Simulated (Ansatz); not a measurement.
Starting cell, GeO₂ (rutile):

```
GeO2
1.0
    4.48750     0.00000     0.00000
    0.00000     4.48750     0.00000
    0.00000     0.00000     2.90497
Ge O
2 4
Direct
  0.00000   0.00000   0.00000
  0.50000   0.50000   0.50000
  0.30714   0.30714   0.00000
  0.80714   0.19286   0.50000
  0.19286   0.80714   0.50000
  0.69286   0.69286   0.00000
```

In each cell atom 5 (O, nearest neighbour Ge at 1.899 Å; its periodic images, 2.9 Å or more away, move with it) moves by s·(1.000, 0.000, 0.000) (along Cartesian x), the rest being held.

The numbers are results of PBE (plane waves to 420 eV, PAW, scalar-relativistic; Ansatz, a quantum-chemistry and plane-wave program), not measurements. k mesh 6×6×9 (Γ-centred), Fermi-Dirac smearing 0.05 eV. The energy includes the smearing's −TS. GeO2 was relaxed with its symmetry unable to fall. ΔE is measured from the undisplaced structure.

Give the computed ΔE (meV/cell) at s (Å) = -0.570, -0.456, -0.342, 0.114, 0.456, 0.570.


```tsv
s (Å)	ΔE (meV/cell)
-0.570	2192
-0.456	1440
-0.342	827
0.114	96
0.456	1567
0.570	2479
```

(A displaced cell: forces are minus the slopes of the energy, force constants its curvatures, and phonons follow from these.)
